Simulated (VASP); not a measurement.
# MnO2 in VASP: a series of runs, part 2 of 2

VASP 6.6.1. The steps go on from the part before.

**5. Single point, r2SCAN, collinear spin, ferromagnetic start**

INCAR

```
SYSTEM = MnO2
ADDGRID = .False.
ALGO = Normal
EDIFF = 1E-6
ENCUT = 400
ISIF = 2
ISMEAR = 0
ISPIN = 2
LASPH = .True.
LCHARG = .False.
LMAXMIX = 4
LMIXTAU = .True.
LORBIT = 11
LREAL = .False.
LWAVE = .False.
MAGMOM = 4 0 0
METAGGA = R2SCAN
NBANDS = 24
NELM = 100
PREC = Accurate
SIGMA = 0.05
```

KPOINTS

```
k-points
0
Gamma
  5 5 3
  0 0 0
```

POSCAR

```
MnO2
1.0
    2.8565781804      0.0000000000      0.0000000000
   -1.4282890902      2.4738692722      0.0000000000
    0.0000000000      0.0000000000      4.6013740589
Mn O
1 2
Direct
    0.0186700000     -0.0033200000      0.4886240000
    0.3165570000      0.6444560000      0.7182440000
    0.6490790000      0.3390650000      0.3129550000
```

Potentials or basis: VASP PAW PBE potentials, release 64 (Mn_pv, O).

Started as:

```console
> cat potpaw_PBE.64/Mn_pv/POTCAR potpaw_PBE.64/O/POTCAR > POTCAR
> mpirun -np 1 vasp_std > vasp.out
```

OUTCAR:

```text
SYSTEM = MnO2
   EDIFF = 1E-6
   ENCUT = 400
   ISIF = 2
   ISMEAR = 0
   ISPIN = 2
   LASPH = .True.
   LORBIT = 11
   LREAL = .False.
   METAGGA = R2SCAN
   NELM = 100
   PREC = Accurate

 Found     38 irreducible k-points:

 Following reciprocal coordinates:
            Coordinates               Weight
  0.000000  0.000000  0.000000      1.000000
  0.200000  0.000000  0.000000      2.000000
  0.000000  0.200000  0.000000      2.000000
 -0.200000  0.200000  0.000000      2.000000
  0.400000  0.000000  0.000000      2.000000
  0.000000  0.400000  0.000000      2.000000
   k-points           NKPTS =     38   k-points in BZ     NKDIM =     38   number of bands    NBANDS=     24
   number of dos      NEDOS =    301   number of ions     NIONS =      3
   total plane-waves  NPLWV =  12000
   dimension x,y,z NGX =    20 NGY =   20 NGZ =   30
   dimension x,y,z NGXF=    40 NGYF=   40 NGZF=   60
   ions per type =               1   2
   NGX,Y,Z   is equivalent  to a cutoff of  11.64, 11.64, 10.84 a.u.
   NGXF,Y,Z  is equivalent  to a cutoff of  23.28, 23.28, 21.68 a.u.
 SYSTEM =  MnO2
   PREC   = accura    normal or accurate (medium, high low for compatibility)
   ISTART =      0    job   : 0-new  1-cont  2-samecut
   ICHARG =      2    charge: 1-file 2-atom 10-const
   ISPIN  =      2    spin polarized calculation?
   LNONCOLLINEAR =      F non collinear calculations
   LSORBIT =      F    spin-orbit coupling
   LASPH  =      T    aspherical Exc in radial PAW
   ENCUT  =  400.0 eV  29.40 Ry    5.42 a.u.   4.66  4.66  7.50*2*pi/ulx,y,z
   NELM   =    100;   NELMIN=  2; NELMDL= -5     # of ELM steps
   EDIFF  = 0.1E-05   stopping-criterion for ELM
   LREAL  =      F    real-space projection
   EDIFFG = 0.1E-04   stopping-criterion for IOM
   NSW    =      0    number of steps for IOM
   IBRION =     -1    ionic relax: 0-MD 1-quasi-New 2-CG
   NFREE  =      0    steps in history (QN), initial steepest desc. (CG)
   ISIF   =      2    stress and relaxation
   ISYM   =      2    0-nonsym 1-usesym 2-fastsym
   POTIM  = 0.5000    time-step for ionic-motion
   TEBEG  =    0.0;   TEEND  =   0.0 temperature during run
   PSTRESS=    0.0 pullay stress
   NELECT =      25.0000    total number of electrons
   NUPDOWN=      -1.0000    fix difference up-down
   EMIN   =  10.00;   EMAX   =-10.00  energy-range for DOS
   EFERMI =   0.00;   METHOD = LEGACY
   ISMEAR =     0;   SIGMA  =   0.05  broadening in eV -4-tet -1-fermi 0-gaus
   EFERMI_NEDOS =   21; number of points for ismear=-14 and -15
   IALGO  =     38    algorithm
   IMIX   =      4    mixing-type and parameters
     AMIX     =   0.40;   BMIX     =  1.00
[... 28 lines left out ...]

 E-fermi :   2.7937     XC(G=0): -11.5342

 val. band max:        2.5833478749   @ k =   0.2000  -0.2000   0.3333
 cond. band min:       4.4664074854   @ k =   0.0000   0.0000   0.3333
 fundamental gap:      1.8830596105
 Fermi energy:         2.7937186925

 spin component 1

 k-point     1 :       0.0000    0.0000    0.0000
  band No.  band energies     occupation
      1     -49.6773      1.00000
      2     -49.6654      1.00000
      3     -49.6574      1.00000
      4     -17.9837      1.00000
      5     -15.3314      1.00000
      6      -3.8464      1.00000
[... 151 lines left out ...]
     23      25.0996      0.00000
     24      26.2787      0.00000

 [... further k-points ...]

 spin component 2

 k-point     1 :       0.0000    0.0000    0.0000
  band No.  band energies     occupation
      1     -45.6924      1.00000
      2     -45.5633      1.00000
      3     -45.3777      1.00000
      4     -17.8490      1.00000
      5     -15.2941      1.00000
      6      -2.7710      1.00000
[... 151 lines left out ...]
     23      25.7082      0.00000
     24      27.8642      0.00000

 [... further k-points ...]
[... 5 lines left out ...]
  --------------------------------------------------------------------------------------
  -------------------------------------------------------------------------------------
  Total        0.2303533      0.5246114     -0.6273018      1.0369313      0.7838112     -1.2499916
  in kB       11.3499678     25.8486513    -30.9084117     51.0916765     38.6199466    -61.5895869
  external PRESSURE =       2.0967358 kB  Pullay stress =       0.0000000 kB

 VOLUME and BASIS-vectors are now :
 -----------------------------------------------------------------------------
  energy-cutoff  :      400.00
  volume of cell :       32.52
      direct lattice vectors                 reciprocal lattice vectors
     2.856578180  0.000000000  0.000000000     0.350069187  0.202112539  0.000000000
    -1.428289090  2.473869272  0.000000000     0.000000000  0.404225078  0.000000000
     0.000000000  0.000000000  4.601374059     0.000000000  0.000000000  0.217326387

 POSITION                                       TOTAL-FORCE (eV/Angst)
 -----------------------------------------------------------------------------------
     -1.37021      2.46566      2.24834        -1.781892     -0.169497      3.773743
     -0.01620      1.59430      3.30491         0.095530      0.497784     -1.266724
      1.36986      0.83880      1.44002         1.686362     -0.328287     -2.507019
 -----------------------------------------------------------------------------------
    total drift:                               -0.013185     -0.003533      0.003978

  FREE ENERGIE OF THE ION-ELECTRON SYSTEM (eV)
  ---------------------------------------------------
  free  energy   TOTEN  =       -32.2342229223 eV

  energy  without entropy=      -32.2342229223  energy(sigma->0) =      -32.23422292

 total charge

# of ion       s       p       d       tot
------------------------------------------
    1        0.394   6.484   4.906  11.785
    2        1.614   3.412   0.000   5.027
    3        1.611   3.530   0.000   5.141
--------------------------------------------------
tot          3.620  13.427   4.906  21.953

 magnetization (x)

# of ion       s       p       d       tot
------------------------------------------
    1        0.029   0.040   2.832   2.900
    2        0.005  -0.028   0.000  -0.024
    3        0.004   0.058   0.000   0.061
--------------------------------------------------
tot          0.038   0.069   2.832   2.938
```

OSZICAR:

```text
N       E                     dE             d eps       ncg     rms          rms(c)
DAV:   1     0.201831865998E+03    0.20183E+03   -0.12523E+04  3688   0.102E+03
DAV:   2    -0.342152708244E+02   -0.23605E+03   -0.22268E+03  4072   0.331E+02
DAV:   3    -0.460981143271E+02   -0.11883E+02   -0.11833E+02  4176   0.822E+01
DAV:   4    -0.461959972995E+02   -0.97883E-01   -0.97876E-01  4208   0.785E+00
DAV:   5    -0.461971973579E+02   -0.12001E-02   -0.12001E-02  4248   0.831E-01    0.335E+01
DAV:   6    -0.361826592998E+02    0.10015E+02   -0.66025E+01  3928   0.763E+01    0.307E+01
DAV:   7    -0.326358093891E+02    0.35468E+01   -0.59306E+01  3928   0.618E+01    0.144E+01
DAV:   8    -0.319382644537E+02    0.69754E+00   -0.29200E+00  4000   0.161E+01    0.556E+00
DAV:   9    -0.321027879735E+02   -0.16452E+00   -0.91098E-01  4048   0.758E+00    0.315E+00
DAV:  10    -0.322239576477E+02   -0.12117E+00   -0.13080E-01  3848   0.261E+00    0.130E+00
DAV:  11    -0.322319256115E+02   -0.79680E-02   -0.45081E-02  4088   0.195E+00    0.319E-01
DAV:  12    -0.322337261943E+02   -0.18006E-02   -0.43745E-03  3952   0.486E-01    0.165E-01
DAV:  13    -0.322340778031E+02   -0.35161E-03   -0.10758E-03  4216   0.281E-01    0.631E-02
DAV:  14    -0.322341930985E+02   -0.11530E-03   -0.16127E-04  4336   0.103E-01    0.330E-02
DAV:  15    -0.322342304643E+02   -0.37366E-04   -0.46196E-05  4216   0.436E-02    0.187E-02
DAV:  16    -0.322342273976E+02    0.30667E-05   -0.54480E-06  4520   0.235E-02    0.101E-02
DAV:  17    -0.322342222389E+02    0.51587E-05   -0.57698E-06  3544   0.214E-02    0.275E-03
DAV:  18    -0.322342229223E+02   -0.68341E-06   -0.50360E-07  2648   0.501E-03
   1 F= -.32234223E+02 E0= -.32234223E+02  d E =-.820759E-11  mag=     3.0000
```

Run time: 3.4 min. Hardware: 1 thread of Intel Xeon Platinum 8375C at 2.90GHz (Ice Lake), shared host; peak memory 0.16 GiB.

These settings aren't checked as converged: the numbers below hold their error.

Results:

| Quantity | Value |
| --- | --- |
| Free energy | -32.2342 eV |
| Largest force | 4.177 eV/Å |
| Band gap on the k mesh | 1.88 eV, indirect (least direct gap 1.98 eV) |
| Net moment | 3.00 μB per cell |
| Site moments | Mn +2.90; O -0.02, +0.06 μB |
| Valence electrons inside the program's atomic spheres | Mn 11.79; O 5.03, 5.14 |

Caveat: the k mesh is coarse (spacing up to 0.51 Å⁻¹), so the values aren't converged; the cutoff is under 1.25 times the usual one of these potentials, so pressure, stress and relaxed cells hold a basis-set (Pulay) error; the PAW data sets were made with another functional, which shifts forces and pressure a little; an odd mesh through Γ misses points on the zone boundary, where band edges often lie; a cell with one magnetic atom can't hold antiferromagnetic order, which such compounds often take.
